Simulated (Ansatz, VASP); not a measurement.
## KI: VASP beside Ansatz

File INCAR:

```
ALGO = Normal
EDIFF = 1E-7
ENCUT = 520
GGA = PE
ISIF = 2
ISMEAR = -1
LASPH = T
LCHARG = F
LREAL = F
LWAVE = F
NBANDS = 15
NELM = 60
PREC = Accurate
SIGMA = 0.05
```

KPOINTS

```
k-points
0
Gamma
  6 6 6
```

File POSCAR:

```
KI
1.0
    4.3476662497      0.0000000000      0.0000000000
    0.0000000000      4.3476662497      0.0000000000
    0.0000000000      0.0000000000      4.3476662497
I K
1 1
Direct
    0.5000000000      0.5000000000      0.5000000000
    0.0000000000      0.0000000000      0.0000000000
```

Contents of input.yaml:

```yaml
crystal:
  lattice:
    - [4.3476662497, 0.0, 0.0]
    - [0.0, 4.3476662497, 0.0]
    - [0.0, 0.0, 4.3476662497]
  atoms:
    - { symbol: I, position: [0.5, 0.5, 0.5] }
    - { symbol: K, position: [0.0, 0.0, 0.0] }
hamiltonian:
  xc: pbe
  pseudopotentials: { kind: paw }
kpoints:
  mp_grid: { grid: [6, 6, 6] }
scf:
  occupations: { method: fermi_dirac, width: 0.05 }
output:
  forces: true
  stress: true
  eigenvalues: true
  write_density: true
  write_potential: true
  elf: true
  volumetric_format: npy
```

Change from the starting cell: volume scaled by 1.04.

Alike in both runs: task single point; functional PBE; k mesh 6 × 6 × 6; occupations fermi-dirac, width 0.05 eV; no spin polarisation.

|  | VASP | Ansatz |
| --- | --- | --- |
| version | VASP 6.6.1 | Ansatz 0.2.0 |
| potentials or method | VASP PAW PBE potentials, release 64 (I, K_sv) | Ansatz PAW |
| plane-wave cutoff (eV) | 520 | 420 |
| valence electrons in the cell | 16 | 26 |

Ansatz gave:

* gap on the k mesh at the Fermi level (eV): 3.24
* least direct gap on the mesh (eV): 3.58
* pressure (GPa): 0.0

Estimate VASP's values.

gap on the k mesh at the Fermi level (eV): 3.23; least direct gap on the mesh (eV): 3.57; pressure (GPa): 0.0.

The functional is the same, so the differences come from potentials, cutoffs and numerics. The two sets of potentials don't hold the same shells in valence.

Caveats: spin-orbit coupling is left out, which moves the levels of the heavy elements. A k mesh can miss the band edges.
